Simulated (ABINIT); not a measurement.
Wanted: the native input for an ABINIT 10.8.3 (patched build) run.

```yaml
Task: band structure
Functional: PW91
Potentials_or_basis: JTH PAW PBE v2.0
Cutoff: 408 eV
k_mesh: 8 × 8 × 8
Occupations: fermi-dirac, width 0.05 eV
Spin: no spin polarisation
Fine-grid_cutoff: 816.342 eV
Exchange_and_correlation_inside_the_PAW_spheres: full angular mesh (pawxcdev 0, this build's default; the released program takes 1)
```

Si:

```
Si
1.0
     0.00000    2.72185    2.72185
     2.72185    0.00000    2.72185
     2.72185    2.72185    0.00000
Si
2
Direct
  0.50000 0.50000 0.50000
  0.75000 0.75000 0.75000
```

These files were run (other wordings do the same):

run.abi

```
ndtset 2

pp_dirpath "./"
pseudos "Si.GGA_PBE-JTH.xml"

acell 7.2740828278 7.2740828278 7.2740828278
rprim
     0.0000000000     0.7071067812     0.7071067812
     0.7071067812     0.0000000000     0.7071067812
     0.7071067812     0.7071067812     0.0000000000
ntypat 1
znucl 14
natom 2
typat 1 1
xred
     0.5000000000     0.5000000000     0.5000000000
     0.7500000000     0.7500000000     0.7500000000

ecut 15.0
pawecutdg 30.0

ixc -109134

occopt 3
tsmear 0.00183747

nstep 100

iomode 3
prtwf 0
prteig 0
prtebands 0
prtden1 1

kptopt1 1
ngkpt1 8 8 8
nshiftk1 1
shiftk1 0.0 0.0 0.0
nband1 8
tolvrs1 1.0e-9

iscf2 -2
getden2 1
nband2 12
nbdbuf2 2
tolwfr2 1.0e-12
kptopt2 -9
ndivsm2 6
prteig2 1
kptbounds2
     0.0000000000     0.0000000000     0.0000000000
     0.5000000000     0.0000000000     0.5000000000
     0.5000000000     0.2500000000     0.7500000000
     0.3750000000     0.3750000000     0.7500000000
     0.0000000000     0.0000000000     0.0000000000
     0.5000000000     0.5000000000     0.5000000000
     0.6250000000     0.2500000000     0.6250000000
     0.5000000000     0.2500000000     0.7500000000
     0.5000000000     0.5000000000     0.5000000000
     0.3750000000     0.3750000000     0.7500000000
```

Potentials or basis: JTH PAW PBE v2.0.

Command:

```bash
$ abinit run.abi > log 2>&1
```

Results of the run:

```yaml
Pressure: 1.1 GPa
Band_gap_on_the_k_mesh: 0.65 eV, indirect (least direct gap 2.59 eV)
Band_gap_along_the_path: 0.61 eV, indirect (least direct gap 2.59 eV)
Valence_electrons_inside_the_program's_atomic_spheres: Si 1.56 (radii [1.0104] Å)
```

Caveat: the PAW data sets were made with another functional, which shifts forces and pressure a little.

Wall time 38 s on 1 thread of Arm Neoverse V1, on a shared host, peak memory 0.1 GiB.
